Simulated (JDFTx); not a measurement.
CuO:

```
Cu O
1.0
     2.83633    0.00000    0.00000
    -1.41816    2.45633    0.00000
     0.00000    0.00000    2.76811
Cu O
1 1
Direct
  0.00000 0.00000 0.00000
  0.66667 0.33333 0.50000
```

Measurements of this composition are mostly on another form, of space group No. 15.

| Property | Result |
| --- | --- |
| Program | JDFTx 1.7.0 (patched build) |
| Task | relaxation of cell and atoms |
| Functional | PBE |
| Potentials or basis | SG15-PBE-1.2 with smoothed tails |
| Cutoff | 1361 eV |
| Density cutoff | 10885 eV |
| k mesh | 6 × 6 × 5 |
| Occupations | fermi-dirac, width 0.05 eV |
| Spin | no spin polarisation |

At the start: pressure -0.9 GPa; volume 9.64 Å³/atom.

How do energy, volume and symmetry change on relaxing?

Over 7 steps the energy falls by 11.1 meV/atom and the volume is 9.67 Å³/atom (+0.3 %); space group P-6m2 (No. 187, to 0.05 Å).

The path:
```csv
step,energy change (eV),largest force (eV/Å),pressure (GPa),volume (Å³)
1,0.0000,0.0000,-0.89,19.29
2,-0.0049,0.0000,-0.54,19.26
3,-0.0206,0.0000,1.38,19.16
4,-0.0217,0.0000,-0.94,19.44
5,-0.0222,0.0000,0.16,19.32
6,-0.0222,0.0000,0.03,19.34
7,-0.0222,0.0000,0.00,19.35
```

Final structure:
```
Cu O
1.0
     2.88694    0.00000    0.00000
    -1.44347    2.50016    0.00000
     0.00000    0.00000    2.68022
Cu O
1 1
Direct
  0.00000 0.00000 0.00000
  0.66667 0.33333 0.50000
```

Caveat: the k mesh is coarse (spacing up to 0.45 Å⁻¹), so the values aren't converged; an odd number of electrons without spin polarisation forces a metal; a magnetic or distorted state may lie lower; the run has no spin polarisation, though such a crystal can be magnetic.
